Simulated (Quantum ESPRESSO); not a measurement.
## CuAu in Quantum ESPRESSO: the effect of target pressure

The system is CuAu.

```
Au Cu
1.0
     1.44306    0.83315    4.25617
    -1.44306    0.83315    4.25617
     0.00000   -1.66630    4.25617
Au Cu
1 1
Direct
  0.00000 0.00000 0.00000
  0.50000 0.50000 0.50000
```

The cell comes from a database or a generator and needn't be the stable form of this composition.

Alike in all runs:

```yaml
Program: Quantum ESPRESSO 7.5
Task: relaxation of cell and atoms
Functional: PBEsol
Potentials_or_basis: GBRV 1.5 PBEsol
Cutoff: 871 eV
Density_cutoff: 7007 eV
k_mesh: 9 × 9 × 9
Occupations: fermi-dirac, width 0.05 eV
Spin: no spin polarisation
```

Each run relaxes the cell or the atoms first.

Task: One run gave: relaxed volume 12.74 Å³/atom. Which target pressure did it use?
A. 2 GPa
B. 20 GPa
C. 30 GPa
D. 10 GPa
E. 5 GPa

Result: C.

```csv
target pressure,relaxed volume (Å³/atom)
0 GPa,14.46
2 GPa,14.30
5 GPa,14.07
10 GPa,13.73
20 GPa,13.18
30 GPa,12.74
```

Caveats: the volume moved by over 15 % at a fixed basis, so the end points are rough (some runs).
